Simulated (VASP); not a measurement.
# Ge (Fd-3m) in VASP: band structure with PBE

Aim: the band structure of Ge with PBE.

Everything below comes from runs of VASP 6.6.1. Logs are shortened: lines on timing, memory, paths and dates and some standing lists are left out, and cuts for length are marked.

## Step 1: Starting point

Symmetry: Fd-3m, No. 227, cubic system. The conventional cell has a = 5.803 Å, b = 5.803 Å, c = 5.803 Å, α = 90.00°, β = 90.00°, γ = 90.00°. Ge (site symmetry -43m) has 4 Ge at 2.51 Å as nearest neighbours.

## Step 2: Band structure, PBE

Contents of POSCAR:

```
Ge                                      
1.0
    0.0000000000      2.9016137057      2.9016137057
    2.9016137057     -0.0000000000      2.9016137057
    2.9016137057      2.9016137057     -0.0000000000
  Ge            
     2
Direct
     0.0000000000000000    0.0000000000000000    0.0000000000000000
     0.2500000000000000    0.2500000000000000    0.2500000000000000
```

Contents of INCAR.step1:

```
SYSTEM = Ge
PREC = Accurate
ENCUT = 520
EDIFF = 1E-7
ISMEAR = 0
SIGMA = 0.02
LREAL = .FALSE.
LASPH = .TRUE.
NELM = 60
ALGO = Normal
ISIF = 2
LWAVE = .FALSE.
LCHARG = .TRUE.
GGA = PE
NBANDS = 21
```

Contents of KPOINTS.step1:

```
regular mesh
0
G
  4 4 4
  0 0 0
```

Contents of INCAR.step2:

```
SYSTEM = Ge
PREC = Accurate
ENCUT = 520
EDIFF = 1E-7
ISMEAR = 0
SIGMA = 0.05
LREAL = .FALSE.
LASPH = .TRUE.
NELM = 60
ALGO = Normal
ISIF = 2
LWAVE = .FALSE.
LCHARG = .FALSE.
GGA = PE
NBANDS = 21
ICHARG = 11
```

Contents of KPOINTS.step2:

```
path GXWKGLUWLK,UX
15
line-mode
reciprocal
 0.0000000000  0.0000000000  0.0000000000  G
 0.5000000000  0.0000000000  0.5000000000  X

 0.5000000000  0.0000000000  0.5000000000  X
 0.5000000000  0.2500000000  0.7500000000  W

 0.5000000000  0.2500000000  0.7500000000  W
 0.3750000000  0.3750000000  0.7500000000  K

 0.3750000000  0.3750000000  0.7500000000  K
 0.0000000000  0.0000000000  0.0000000000  G

 0.0000000000  0.0000000000  0.0000000000  G
 0.5000000000  0.5000000000  0.5000000000  L

 0.5000000000  0.5000000000  0.5000000000  L
 0.6250000000  0.2500000000  0.6250000000  U

 0.6250000000  0.2500000000  0.6250000000  U
 0.5000000000  0.2500000000  0.7500000000  W

 0.5000000000  0.2500000000  0.7500000000  W
 0.5000000000  0.5000000000  0.5000000000  L

 0.5000000000  0.5000000000  0.5000000000  L
 0.3750000000  0.3750000000  0.7500000000  K

 0.6250000000  0.2500000000  0.6250000000  U
 0.5000000000  0.0000000000  0.5000000000  X
```

Potentials or basis: VASP PAW PBE potentials, release 64 (Ge_d).

Started as:

```console
> cat potpaw_PBE.64/Ge_d/POTCAR > POTCAR
> cp INCAR.step1 INCAR
> cp KPOINTS.step1 KPOINTS
> mpirun -np 1 vasp_std > vasp.out
> cp INCAR.step2 INCAR
> cp KPOINTS.step2 KPOINTS
> mpirun -np 1 vasp_std > vasp.out
```

OUTCAR:

```text
SYSTEM = Ge
   PREC = Accurate
   ENCUT = 520
   EDIFF = 1E-7
   ISMEAR = 0
   LREAL = .FALSE.
   LASPH = .TRUE.
   NELM = 60
   ISIF = 2
   GGA = PE
   ICHARG = 11

 ion  position               nearest neighbor table
   1  0.000  0.000  0.000-   2 2.51   2 2.51   2 2.51   2 2.51
   2  0.250  0.250  0.250-   1 2.51   1 2.51   1 2.51   1 2.51

  LATTYP: Found a face centered cubic cell.
 ALAT       =     5.8032274114

  Lattice vectors:

 A1 = (   0.0000000000,   2.9016137057,   2.9016137057)
 A2 = (   2.9016137057,   0.0000000000,   2.9016137057)
 A3 = (   2.9016137057,   2.9016137057,   0.0000000000)

Analysis of symmetry for initial positions (statically):
=====================================================================
 Subroutine PRICEL returns:
 Original cell was already a primitive cell.

 Routine SETGRP: Setting up the symmetry group for a
 face centered cubic supercell.

 Subroutine GETGRP returns: Found 48 space group operations
 (whereof 24 operations were pure point group operations)
 out of a pool of 48 trial point group operations.

The static configuration has the point symmetry T_d .
 The point group associated with its full space group is O_h .

Analysis of symmetry for dynamics (positions and initial velocities):
=====================================================================
 Subroutine PRICEL returns:
 Original cell was already a primitive cell.

 Routine SETGRP: Setting up the symmetry group for a
 face centered cubic supercell.

 Subroutine GETGRP returns: Found 48 space group operations
 (whereof 24 operations were pure point group operations)
 out of a pool of 48 trial point group operations.

The dynamic configuration has the point symmetry T_d .
 The point group associated with its full space group is O_h .

 Subroutine INISYM returns: Found 48 space group operations
 (whereof 24 operations are pure point group operations),
 and found     1 'primitive' translations

----------------------------------------------------------------------------------------

                                     Primitive cell

  volume of cell :      48.8595

  direct lattice vectors                    reciprocal lattice vectors
     0.000000000  2.901613706  2.901613706    -0.172317907  0.172317907  0.172317907
     2.901613706  0.000000000  2.901613706     0.172317907 -0.172317907  0.172317907
     2.901613706  2.901613706  0.000000000     0.172317907  0.172317907 -0.172317907

  length of vectors
     4.103501455  4.103501455  4.103501455     0.298463370  0.298463370  0.298463370

  position of ions in fractional coordinates (direct lattice)
     0.000000000  0.000000000  0.000000000
     0.250000000  0.250000000  0.250000000

  ion indices of the primitive-cell ions
   primitive index   ion index
                 1           1
                 2           2

----------------------------------------------------------------------------------------

 KPOINTS: path GXWKGLUWLK,UX

Interpolating k-points between supplied coordinates.

 Line segments in fractional coordinates (reciprocal lattice):
    0.000000  0.000000  0.000000  ...  0.500000  0.000000  0.500000
    0.500000  0.000000  0.500000  ...  0.500000  0.250000  0.750000
    0.500000  0.250000  0.750000  ...  0.375000  0.375000  0.750000
    0.375000  0.375000  0.750000  ...  0.000000  0.000000  0.000000
    0.000000  0.000000  0.000000  ...  0.500000  0.500000  0.500000
    0.500000  0.500000  0.500000  ...  0.625000  0.250000  0.625000
    0.625000  0.250000  0.625000  ...  0.500000  0.250000  0.750000
    0.500000  0.250000  0.750000  ...  0.500000  0.500000  0.500000
    0.500000  0.500000  0.500000  ...  0.375000  0.375000  0.750000
    0.625000  0.250000  0.625000  ...  0.500000  0.000000  0.500000

 Generated    15 points on each line segment, for a total of    150 k-points:

 Following reciprocal coordinates:
            Coordinates               Weight
  0.000000  0.000000  0.000000      0.006667
  0.035714  0.000000  0.035714      0.006667
  0.071429  0.000000  0.071429      0.006667
  0.107143  0.000000  0.107143      0.006667
  0.142857  0.000000  0.142857      0.006667
  0.178571  0.000000  0.178571      0.006667
[... 16 lines left out ...]
  0.500000  0.125000  0.625000      0.006667
  0.500000  0.142857  0.642857      0.006667
 [... further k-points ...]
   k-points           NKPTS =    150   k-points in BZ     NKDIM =    150   number of bands    NBANDS=     21
   number of dos      NEDOS =    301   number of ions     NIONS =      2
   total plane-waves  NPLWV =  32768
   dimension x,y,z NGX =    32 NGY =   32 NGZ =   32
   dimension x,y,z NGXF=    64 NGYF=   64 NGZF=   64
   ions per type =               2
   NGX,Y,Z   is equivalent  to a cutoff of  12.96, 12.96, 12.96 a.u.
   NGXF,Y,Z  is equivalent  to a cutoff of  25.93, 25.93, 25.93 a.u.
 SYSTEM =  Ge
   PREC   = accura    normal or accurate (medium, high low for compatibility)
   ISTART =      0    job   : 0-new  1-cont  2-samecut
   ICHARG =     11    charge: 1-file 2-atom 10-const
   ISPIN  =      1    spin polarized calculation?
   LNONCOLLINEAR =      F non collinear calculations
   LSORBIT =      F    spin-orbit coupling
   LASPH  =      T    aspherical Exc in radial PAW
   ENCUT  =  520.0 eV  38.22 Ry    6.18 a.u.   7.63  7.63  7.63*2*pi/ulx,y,z
   NELM   =     60;   NELMIN=  2; NELMDL=  0     # of ELM steps
   EDIFF  = 0.1E-06   stopping-criterion for ELM
   LREAL  =      F    real-space projection
   EDIFFG = 0.1E-05   stopping-criterion for IOM
   NSW    =      0    number of steps for IOM
   IBRION =     -1    ionic relax: 0-MD 1-quasi-New 2-CG
   NFREE  =      0    steps in history (QN), initial steepest desc. (CG)
   ISIF   =      2    stress and relaxation
   ISYM   =      2    0-nonsym 1-usesym 2-fastsym
   POTIM  = 0.5000    time-step for ionic-motion
   TEBEG  =    0.0;   TEEND  =   0.0 temperature during run
   PSTRESS=    0.0 pullay stress
   NELECT =      28.0000    total number of electrons
   NUPDOWN=      -1.0000    fix difference up-down
   EMIN   =  10.00;   EMAX   =-10.00  energy-range for DOS
   EFERMI =   0.00;   METHOD = LEGACY
   ISMEAR =     0;   SIGMA  =   0.05  broadening in eV -4-tet -1-fermi 0-gaus
   EFERMI_NEDOS =   21; number of points for ismear=-14 and -15
   IALGO  =     38    algorithm
   IMIX   =      4    mixing-type and parameters
     AMIX     =   0.40;   BMIX     =  1.00
     AMIX_MAG =   1.60;   BMIX_MAG =  1.00
  volume/ion in A,a.u.               =      24.43       164.86
  Fermi-wavevector in a.u.,A,eV,Ry     =   1.359809  2.569666 25.158268  1.849081
  Thomas-Fermi vector in A             =   2.486525
   LORBIT       =      0    0 simple, 1 ext, 2 COOP (PROOUT), +10 PAW based schemes
   GGA     = PE    functional components
   LHFCALC =     F    Hartree Fock is set to
   AEXX    =    0.0000 exact exchange contribution
   IVDW    =     0    specifies the selected vdW correction
   LEPSILON=     F    determine dielectric tensor
   LRPA    =     F    only Hartree local field effects (RPA)
 non-spin polarized calculation
 Gauss-broadening in eV      SIGMA  =   0.05
  energy-cutoff  :      520.00
  volume of cell :       48.86
 maximum number of plane-waves:      1363
 NGX is ok and might be reduce to    32

 number of electron      27.9999984 magnetization

 Free energy of the ion-electron system (eV)
  ---------------------------------------------------
  ext. energy  EPLUGINS =         0.00000000
  ---------------------------------------------------
  free energy    TOTEN  =        -9.11745891 eV

  energy without entropy =       -9.11424514  energy(sigma->0) =       -9.11585202

 E-fermi :   4.2959     XC(G=0):  -9.5432

 val. band max:        4.2931467391   @ k =   0.0268   0.0268   0.0536
 cond. band min:       4.3084373585   @ k =   0.0000   0.0000   0.0000
 fundamental gap:      0.0152906194
 Fermi energy:         4.2959379466

 k-point     1 :       0.0000    0.0000    0.0000
  band No.  band energies     occupation
      1     -20.3855      2.00000
      2     -20.3855      2.00000
      3     -20.3855      2.00000
      4     -20.3549      2.00000
      5     -20.3549      2.00000
      6     -20.1822      2.00000
[... 13 lines left out ...]
     20      13.5748      0.00000
     21      13.5748      0.00000

 k-point     2 :       0.0357    0.0000    0.0357
  band No.  band energies     occupation
      1     -20.3863      2.00000
      2     -20.3859      2.00000
      3     -20.3859      2.00000
      4     -20.3543      2.00000
      5     -20.3530      2.00000
      6     -20.1870      2.00000
[... 13 lines left out ...]
     20      13.2221      0.00000
     21      13.5956      0.00000

 k-point     3 :       0.0714    0.0000    0.0714
  band No.  band energies     occupation
      1     -20.3883      2.00000
      2     -20.3871      2.00000
      3     -20.3871      2.00000
      4     -20.3525      2.00000
      5     -20.3478      2.00000
      6     -20.1955      2.00000
[... 13 lines left out ...]
     20      12.5722      0.00000
     21      13.6579      0.00000

 k-point     4 :       0.1071    0.0000    0.1071
  band No.  band energies     occupation
      1     -20.3902      2.00000
      2     -20.3891      2.00000
      3     -20.3891      2.00000
      4     -20.3496      2.00000
      5     -20.3403      2.00000
      6     -20.2054      2.00000
[... 13 lines left out ...]
     20      11.9191      0.00000
     21      13.7618      0.00000

 k-point     5 :       0.1429    0.0000    0.1429
  band No.  band energies     occupation
      1     -20.3916      2.00000
      2     -20.3916      2.00000
      3     -20.3916      2.00000
      4     -20.3455      2.00000
      5     -20.3314      2.00000
      6     -20.2164      2.00000
[... 13 lines left out ...]
     20      12.0049      0.00000
     21      13.9074      0.00000
[... 382 lines left out ...]
     20      14.8668      0.00000
     21      16.6834      0.00000

 k-point    22 :       0.5000    0.1071    0.6071
  band No.  band energies     occupation
      1     -20.4187      2.00000
      2     -20.4187      2.00000
      3     -20.3296      2.00000
      4     -20.3296      2.00000
      5     -20.2633      2.00000
      6     -20.2633      2.00000
[... 13 lines left out ...]
     20      14.8252      0.00000
     21      16.6905      0.00000

 k-point    23 :       0.5000    0.1250    0.6250
  band No.  band energies     occupation
      1     -20.4199      2.00000
      2     -20.4199      2.00000
      3     -20.3261      2.00000
      4     -20.3261      2.00000
      5     -20.2637      2.00000
      6     -20.2637      2.00000
[... 13 lines left out ...]
     20      14.7974      0.00000
     21      16.7009      0.00000

 k-point    24 :       0.5000    0.1429    0.6429
  band No.  band energies     occupation
      1     -20.4211      2.00000
      2     -20.4211      2.00000
      3     -20.3225      2.00000
      4     -20.3225      2.00000
      5     -20.2642      2.00000
      6     -20.2642      2.00000
[... 13 lines left out ...]
     20      14.7798      0.00000
     21      16.7131      0.00000

 [... further k-points ...]

------------------------ aborting loop because EDIFF is reached ----------------------------------------

  FORCE on cell =-STRESS in cart. coord.  units (eV):
  Direction    XX          YY          ZZ          XY          YZ          ZX
  --------------------------------------------------------------------------------------
  -------------------------------------------------------------------------------------
  Total       -0.4356407     -0.4356407     -0.4356407      0.0000000      0.0000000     -0.0000000
  in kB      -14.2853280    -14.2853280    -14.2853280      0.0000000      0.0000000     -0.0000000
  external PRESSURE =     -14.2853280 kB  Pullay stress =       0.0000000 kB

 VOLUME and BASIS-vectors are now :
 -----------------------------------------------------------------------------
  energy-cutoff  :      520.00
  volume of cell :       48.86
      direct lattice vectors                 reciprocal lattice vectors
     0.000000000  2.901613706  2.901613706    -0.172317907  0.172317907  0.172317907
     2.901613706  0.000000000  2.901613706     0.172317907 -0.172317907  0.172317907
     2.901613706  2.901613706  0.000000000     0.172317907  0.172317907 -0.172317907

 POSITION                                       TOTAL-FORCE (eV/Angst)
 -----------------------------------------------------------------------------------
      0.00000      0.00000      0.00000        -0.000000     -0.000000     -0.000000
      1.45081      1.45081      1.45081         0.000000      0.000000      0.000000
 -----------------------------------------------------------------------------------
    total drift:                               -0.000000      0.000000      0.000000

  FREE ENERGIE OF THE ION-ELECTRON SYSTEM (eV)
  ---------------------------------------------------
  free  energy   TOTEN  =        -9.1174589089 eV

  energy  without entropy=       -9.1142451368  energy(sigma->0) =       -9.11585202
```

Wall time 1.8 min (1 thread of AMD EPYC 7R13 (Zen 3), shared host); peak memory 0.22 GiB.

Results:

```
Band gap along the path : none (metal or under the smearing width)
```

Levels at the corners of the path, in eV from the Fermi level:
```tsv
point	band 10	band 11	band 12	band 13	band 14	band 15	band 16	band 17	band 18	band 19
Γ	-24.45	-12.18	-0.60	0.04	0.04	0.04	2.54	2.54	2.54	6.29
X	-24.41	-8.58	-8.58	-2.79	-2.79	0.87	0.87	8.93	8.93	10.91
X	-24.41	-8.58	-8.58	-2.79	-2.79	0.87	0.87	8.93	8.93	10.91
W	-24.40	-8.50	-8.50	-3.53	-3.53	4.05	4.05	4.70	4.70	10.49
W	-24.40	-8.50	-8.50	-3.53	-3.53	4.05	4.05	4.70	4.70	10.49
K	-24.40	-9.03	-8.02	-3.92	-2.38	1.23	3.96	6.79	7.04	7.87
K	-24.40	-9.03	-8.02	-3.92	-2.38	1.23	3.96	6.79	7.04	7.87
Γ	-24.45	-12.18	-0.60	0.04	0.04	0.04	2.54	2.54	2.54	6.29
Γ	-24.45	-12.18	-0.60	0.04	0.04	0.04	2.54	2.54	2.54	6.29
L	-24.42	-10.27	-7.24	-1.26	-1.26	0.00	3.73	3.73	7.12	10.14
L	-24.42	-10.27	-7.24	-1.26	-1.26	0.00	3.73	3.73	7.12	10.14
U	-24.40	-9.03	-8.02	-3.92	-2.38	1.23	3.96	6.79	7.04	7.87
U	-24.40	-9.03	-8.02	-3.92	-2.38	1.23	3.96	6.79	7.04	7.87
W	-24.40	-8.50	-8.50	-3.53	-3.53	4.05	4.05	4.70	4.70	10.49
W	-24.40	-8.50	-8.50	-3.53	-3.53	4.05	4.05	4.70	4.70	10.49
L	-24.42	-10.27	-7.24	-1.26	-1.26	0.00	3.73	3.73	7.12	10.14
L	-24.42	-10.27	-7.24	-1.26	-1.26	0.00	3.73	3.73	7.12	10.14
K	-24.40	-9.03	-8.02	-3.92	-2.38	1.23	3.96	6.79	7.04	7.87
U	-24.40	-9.03	-8.02	-3.92	-2.38	1.23	3.96	6.79	7.04	7.87
X	-24.41	-8.58	-8.58	-2.79	-2.79	0.87	0.87	8.93	8.93	10.91
```

Caveat: the k mesh is coarse (spacing up to 0.47 Å⁻¹), so the values aren't converged; the log is that of the step along the path at fixed density, whose energy, stress, charges and moments have no meaning; this crystal is a semiconductor, whose small gap the functional closes, so the metal is an error of the method.
